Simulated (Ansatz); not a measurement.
Crystal: HgTe (Coloradoite).

```
CELL_PARAMETERS angstrom
0.00000 3.21450 3.21450
3.21450 0.00000 3.21450
3.21450 3.21450 0.00000
ATOMIC_POSITIONS crystal
Hg 0.00000 0.00000 0.00000
Te 0.75000 0.75000 0.75000
```

Base run:

```yaml
Program: Ansatz 0.2.0
Functional: PBEsol
Potentials_or_basis: all-electron LAPW, scalar-relativistic
Cutoff: 262 eV
Density_cutoff: 1048 eV
Basis_error_allowed: 0.001 eV/atom
k_mesh: 7 × 7 × 7
Occupations: fermi-dirac, width 0.05 eV
Spin: no spin polarisation
```

Its results: pressure 1.8 GPa.

Problem. The run is repeated on the same cell with these changes: functional from PBEsol to BLYP. What comes out?

Solution. Pressure 7.8 GPa.

BLYP binds less tightly than PBEsol, so the same cell stands under more pressure.

Not every run made on this cell is shown here.
